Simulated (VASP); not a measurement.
# Si (Fd-3m) in VASP: further runs

Runs on Si. Level: PBE. Tasks: single point.

All numbers are computed with VASP 6.6.1; they aren't measurements. Logs are shortened: lines on timing, memory, paths and dates and some standing lists are left out, and cuts for length are marked.

**1. The crystal as given**

The structure is cubic, space group Fd-3m (No. 227). The conventional cell has a = 5.470 Å, b = 5.470 Å, c = 5.470 Å, α = 90.00°, β = 90.00°, γ = 90.00°. Si (site symmetry -43m) is surrounded by 4 Si at 2.37 Å.

**2. Single point, PBE**

INCAR reads:

```
SYSTEM = Si
PREC     = Accurate       ! precision mode
ENCUT    = 520            ! plane-wave cutoff, eV
EDIFF    = 1E-6           ! SCF threshold, eV
ISMEAR   = 0              ! smearing method
SIGMA    = 0.01           ! smearing width, eV
LREAL    = .FALSE.        ! projectors in reciprocal space
LASPH    = .TRUE.         ! aspherical terms in the spheres
NELM     = 100            ! most SCF steps
ALGO     = Normal         ! electronic algorithm
ISIF     = 2              ! what is computed and relaxed
LWAVE    = .FALSE.        ! write WAVECAR
LCHARG   = .FALSE.        ! write CHGCAR
GGA      = PE             ! functional
NBANDS   = 11             ! bands
```

KPOINTS reads:

```
Automatic mesh
0
G
  10 10 10
  0 0 0
```

POSCAR reads:

```
Si
1.0
    0.0000000000      2.7348383250      2.7348383250
    2.7348383250      0.0000000000      2.7348383250
    2.7348383250      2.7348383250      0.0000000000
Si
2
Direct
    0.7500000000      0.7500000000      0.7500000000
    0.5000000000      0.5000000000      0.5000000000
```

Potentials or basis: VASP PAW PBE potentials, release 64 (Si).

Command:

```sh
> cat potpaw_PBE.64/Si/POTCAR > POTCAR
> mpirun -np 1 vasp_std > vasp.out
```

OUTCAR:

```text
SYSTEM = Si
   PREC = Accurate
   ENCUT = 520
   EDIFF = 1E-6
   ISMEAR = 0
   LREAL = .FALSE.
   LASPH = .TRUE.
   NELM = 100
   ISIF = 2
   GGA = PE

 ion  position               nearest neighbor table
   1  0.750  0.750  0.750-   2 2.37   2 2.37   2 2.37   2 2.37
   2  0.500  0.500  0.500-   1 2.37   1 2.37   1 2.37   1 2.37

  LATTYP: Found a face centered cubic cell.
 ALAT       =     5.4696766500

  Lattice vectors:

 A1 = (   0.0000000000,   2.7348383250,   2.7348383250)
 A2 = (   2.7348383250,   0.0000000000,   2.7348383250)
 A3 = (   2.7348383250,   2.7348383250,   0.0000000000)

Analysis of symmetry for initial positions (statically):
=====================================================================
 Subroutine PRICEL returns:
 Original cell was already a primitive cell.

 Routine SETGRP: Setting up the symmetry group for a
 face centered cubic supercell.

 Subroutine GETGRP returns: Found 48 space group operations
 (whereof 24 operations were pure point group operations)
 out of a pool of 48 trial point group operations.

The static configuration has the point symmetry T_d .
 The point group associated with its full space group is O_h .

Analysis of symmetry for dynamics (positions and initial velocities):
=====================================================================
 Subroutine PRICEL returns:
 Original cell was already a primitive cell.

 Routine SETGRP: Setting up the symmetry group for a
 face centered cubic supercell.

 Subroutine GETGRP returns: Found 48 space group operations
 (whereof 24 operations were pure point group operations)
 out of a pool of 48 trial point group operations.

The dynamic configuration has the point symmetry T_d .
 The point group associated with its full space group is O_h .

 Subroutine INISYM returns: Found 48 space group operations
 (whereof 24 operations are pure point group operations),
 and found     1 'primitive' translations

----------------------------------------------------------------------------------------

                                     Primitive cell

  volume of cell :      40.9096

  direct lattice vectors                    reciprocal lattice vectors
     0.000000000  2.734838325  2.734838325    -0.182826164  0.182826164  0.182826164
     2.734838325  0.000000000  2.734838325     0.182826164 -0.182826164  0.182826164
     2.734838325  2.734838325  0.000000000     0.182826164  0.182826164 -0.182826164

  length of vectors
     3.867645450  3.867645450  3.867645450     0.316664205  0.316664205  0.316664205

[... 90 lines left out ...]
   PSTRESS=    0.0 pullay stress
   NELECT =       8.0000    total number of electrons
   NUPDOWN=      -1.0000    fix difference up-down
   EMIN   =  10.00;   EMAX   =-10.00  energy-range for DOS
   EFERMI =   0.00;   METHOD = LEGACY
   ISMEAR =     0;   SIGMA  =   0.01  broadening in eV -4-tet -1-fermi 0-gaus
   EFERMI_NEDOS =   21; number of points for ismear=-14 and -15
   IALGO  =     38    algorithm
   IMIX   =      4    mixing-type and parameters
     AMIX     =   0.40;   BMIX     =  1.00
     AMIX_MAG =   1.60;   BMIX_MAG =  1.00
  volume/ion in A,a.u.               =      20.45       138.04
  Fermi-wavevector in a.u.,A,eV,Ry     =   0.950232  1.795679 12.285267  0.902942
  Thomas-Fermi vector in A             =   2.078590
   LORBIT       =      0    0 simple, 1 ext, 2 COOP (PROOUT), +10 PAW based schemes
   GGA     = PE    functional components
   LHFCALC =     F    Hartree Fock is set to
   AEXX    =    0.0000 exact exchange contribution
   IVDW    =     0    specifies the selected vdW correction
   LEPSILON=     F    determine dielectric tensor
   LRPA    =     F    only Hartree local field effects (RPA)
 non-spin polarized calculation
 Gauss-broadening in eV      SIGMA  =   0.01
  energy-cutoff  :      520.00
  volume of cell :       40.91
 maximum number of plane-waves:      1114
 NGX is ok and might be reduce to    30

 number of electron       8.0000001 magnetization

 Free energy of the ion-electron system (eV)
  ---------------------------------------------------
  ext. energy  EPLUGINS =         0.00000000
  ---------------------------------------------------
  free energy    TOTEN  =       -10.84920186 eV

  energy without entropy =      -10.84920186  energy(sigma->0) =      -10.84920186

 E-fermi :   5.7112     XC(G=0):  -9.3254

 val. band max:        5.6108135234   @ k =   0.0000   0.0000   0.0000
 cond. band min:       6.2295564235   @ k =   0.4000   0.4000   0.0000
 fundamental gap:      0.6187429001
 Fermi energy:         5.7111712331

 k-point     1 :       0.0000    0.0000    0.0000
  band No.  band energies     occupation
      1      -6.2003      2.00000
      2       5.6108      2.00000
      3       5.6108      2.00000
      4       5.6108      2.00000
      5       8.1676      0.00000
      6       8.1676      0.00000
      7       8.1676      0.00000
      8       8.7387      0.00000
      9      13.3198      0.00000
     10      13.3198      0.00000
     11      13.4860      0.00000
[... 309 lines left out ...]
 k-point    24 :       0.4000    0.3000    0.0000
  band No.  band energies     occupation
      1      -4.0787      2.00000
      2       0.2188      2.00000
      3       2.8189      2.00000
      4       3.2283      2.00000
      5       6.6884      0.00000
      6       7.8770      0.00000
      7      12.4636      0.00000
      8      12.6047      0.00000
      9      16.0185      0.00000
     10      16.1464      0.00000
     11      17.6283      0.00000

 [... further k-points ...]

------------------------ aborting loop because EDIFF is reached ----------------------------------------

  FORCE on cell =-STRESS in cart. coord.  units (eV):
  Direction    XX          YY          ZZ          XY          YZ          ZX
  --------------------------------------------------------------------------------------
  -------------------------------------------------------------------------------------
  Total       -0.0124347     -0.0124347     -0.0124347      0.0000000      0.0000000      0.0000000
  in kB       -0.4869892     -0.4869892     -0.4869892      0.0000000      0.0000000      0.0000000
  external PRESSURE =      -0.4869892 kB  Pullay stress =       0.0000000 kB

 VOLUME and BASIS-vectors are now :
 -----------------------------------------------------------------------------
  energy-cutoff  :      520.00
  volume of cell :       40.91
      direct lattice vectors                 reciprocal lattice vectors
     0.000000000  2.734838325  2.734838325    -0.182826164  0.182826164  0.182826164
     2.734838325  0.000000000  2.734838325     0.182826164 -0.182826164  0.182826164
     2.734838325  2.734838325  0.000000000     0.182826164  0.182826164 -0.182826164

 POSITION                                       TOTAL-FORCE (eV/Angst)
 -----------------------------------------------------------------------------------
      4.10226      4.10226      4.10226         0.000000      0.000000      0.000000
      2.73484      2.73484      2.73484        -0.000000     -0.000000     -0.000000
 -----------------------------------------------------------------------------------
    total drift:                                0.000000     -0.000000     -0.000000

  FREE ENERGIE OF THE ION-ELECTRON SYSTEM (eV)
  ---------------------------------------------------
  free  energy   TOTEN  =       -10.8492018595 eV

  energy  without entropy=      -10.8492018595  energy(sigma->0) =      -10.84920186
```

OSZICAR:

```text
N       E                     dE             d eps       ncg     rms          rms(c)
DAV:   1     0.930709525839E+01    0.93071E+01   -0.33180E+03  1034   0.589E+02
DAV:   2    -0.104049689318E+02   -0.19712E+02   -0.18737E+02  1365   0.881E+01
DAV:   3    -0.110126035803E+02   -0.60763E+00   -0.60630E+00  1332   0.137E+01
DAV:   4    -0.110170793506E+02   -0.44758E-02   -0.44754E-02  1244   0.148E+00
DAV:   5    -0.110171247953E+02   -0.45445E-04   -0.45444E-04  1333   0.136E-01    0.475E+00
DAV:   6    -0.109013664944E+02    0.11576E+00   -0.64929E-02  1171   0.105E+00    0.289E+00
DAV:   7    -0.108476916874E+02    0.53675E-01   -0.12741E-01  1185   0.158E+00    0.166E-01
DAV:   8    -0.108489653558E+02   -0.12737E-02   -0.56978E-03  1175   0.404E-01    0.793E-02
DAV:   9    -0.108491766841E+02   -0.21133E-03   -0.20473E-04  1267   0.868E-02    0.581E-02
DAV:  10    -0.108492012104E+02   -0.24526E-04   -0.21254E-05  1227   0.266E-02    0.516E-03
DAV:  11    -0.108492018595E+02   -0.64910E-06   -0.20011E-06  1258   0.735E-03
   1 F= -.10849202E+02 E0= -.10849202E+02  d E =-.307495E-48
```

stdout:

```text
POSCAR found type information on POSCAR Si
 POSCAR found :  1 types and       2 ions
 scaLAPACK will be used
 LDA part: xc-table for (Slater+PW92), standard interpolation
 POSCAR, INCAR and KPOINTS ok, starting setup
 FFT: planning ... GRIDC
 FFT: planning ... GRID_SOFT
 FFT: planning ... GRID
 WAVECAR not read
 entering main loop
```

Run time: 12 s. Hardware: 1 thread of Intel Xeon Platinum 8488C (Sapphire Rapids), shared host; peak memory 0.16 GiB.

Results:

| Property | Result |
| --- | --- |
| Free energy | -10.8492 eV |
| Pressure | 0.0 GPa |
| Band gap on the k mesh | 0.62 eV, indirect (least direct gap 2.56 eV) |

A k mesh can miss the band edges.

**3. Single point, PBE**

This run uses another cell than the first one: it holds 33 atoms, not 2.

INCAR reads:

```
SYSTEM = Si32C
PREC = Accurate ; ENCUT = 520
EDIFF = 1E-7 ; ISMEAR = 0
SIGMA = 0.02 ; LREAL = Auto
LASPH = .True. ; NELM = 100
ALGO = Fast ; ISIF = 2
LWAVE = .False. ; LCHARG = .False.
GGA = PE ; NBANDS = 88
```

KPOINTS reads:

```
Automatic mesh
0
Gamma
  2 2 2
  0.5 0.5 0.5
```

POSCAR reads:

```
Si32C
1.0
   -5.4696767048      5.4696767048     -5.4696767048
    5.4696767048      5.4696767048      5.4696767048
    5.4696767048     -5.4696767048     -5.4696767048
Si C
32 1
Direct
    0.2398507895      0.7463327913      0.7482489352
   -0.0077677214     -0.0000298029      0.7358777244
    0.4946992661      0.7389295517      0.4947223954
    0.7558936320      0.2613540038      0.7559223669
    0.2569987219     -0.0000425076      0.5268494453
    0.4877686637      0.4920301282      0.7367134570
    0.0020825570      0.2537678259      0.4936351473
    0.7484981787      0.7461457588      0.2398482043
    0.5280066324     -0.0000639484      0.2580901628
    0.7367799167      0.4915048605      0.4863937133
   -0.0154870755      0.7747119642     -0.0160859824
    0.2097877346      0.2253755609      0.2092371175
   -0.0039715009      0.5080493257      0.2448253919
    0.7356469020     -0.0000224135     -0.0078062869
    0.4934365614      0.2535865880      0.0016571426
    0.2454042186      0.5085383363     -0.0048309082
    0.2459233327      0.5000852306      0.7451949817
   -0.0161885909      0.7447512577      0.7292426586
    0.4762709285      0.4716562352      0.4758671392
    0.7448396612      0.0000506798      0.7448626088
    0.2488663254      0.7428129913      0.5029199930
    0.5060361942      0.2572534657      0.7598943298
   -0.0043074988     -0.0000148538      0.4877096746
    0.7459377302      0.4997572499      0.2448432095
    0.5031560425      0.7423080438      0.2487049704
    0.7606118037      0.2577470412      0.5063800684
    0.0048798365      0.5286655707      0.0044635134
    0.3067208516      0.0001322659      0.3061462888
   -0.0151827315      0.2545666492      0.2390973790
    0.7302016062      0.7453794781     -0.0155319953
    0.4874223369     -0.0000167809     -0.0037188550
    0.2390529488      0.2551586581     -0.0154926457
    0.1488805986      0.0000416766      0.1432180695
```

Potentials or basis: VASP PAW PBE potentials, release 64 (Si, C).

Command:

```sh
> cat potpaw_PBE.64/Si/POTCAR potpaw_PBE.64/C/POTCAR > POTCAR
> mpirun -np 1 vasp_std > vasp.out
```

Wall time 5.3 min (1 thread of Intel Xeon 6975P-C (Granite Rapids), shared host); peak memory 0.75 GiB.

Results (log left out):

- Free energy: -179.3091 eV
- Pressure: 1.1 GPa
- Largest force: 0.019 eV/Å
- Band gap on the k mesh: 0.14 eV, direct

Forces on the atoms (eV/Å):
```
Si  -0.007  0.001  0.005
Si   0.009 -0.007  0.000
Si  -0.009 -0.001  0.009
Si  -0.003  0.004 -0.001
Si  -0.001  0.006 -0.002
Si   0.001 -0.006 -0.005
Si   0.006  0.002 -0.001
Si   0.000 -0.004  0.005
Si   0.008 -0.001  0.002
Si  -0.003 -0.004 -0.006
Si   0.011  0.009 -0.006
Si  -0.011 -0.009 -0.013
Si   0.006 -0.006  0.000
Si  -0.004  0.006  0.002
Si   0.000  0.007 -0.002
Si   0.000  0.004 -0.003
Si  -0.003  0.001  0.006
Si  -0.001 -0.001 -0.004
Si   0.002  0.004 -0.002
Si   0.003  0.004  0.002
Si  -0.002  0.000  0.002
Si   0.007 -0.005  0.002
Si  -0.001  0.004 -0.003
Si   0.005 -0.004  0.006
Si   0.001 -0.004  0.001
Si  -0.005  0.005  0.000
Si  -0.010 -0.010 -0.001
Si  -0.006 -0.004 -0.001
Si   0.003  0.002  0.004
Si  -0.003  0.001  0.000
Si   0.004  0.000 -0.005
Si   0.001  0.005  0.000
C    0.001  0.003  0.007
```

Stress tensor (GPa, compression positive):
```
-0.08 -1.00  0.01
-1.00 -0.08  0.00
 0.01  0.00  3.34
```

Levels at points of the mesh, in eV from the valence-band top:
```csv
k point,band 62,band 63,band 64,band 65,band 66,band 67,band 68,band 69,band 70,band 71
"(0.25, 0.25, 0.25)",-1.17,-1.14,-1.11,-1.03,-0.34,0.21,0.84,0.98,1.00,1.04
```
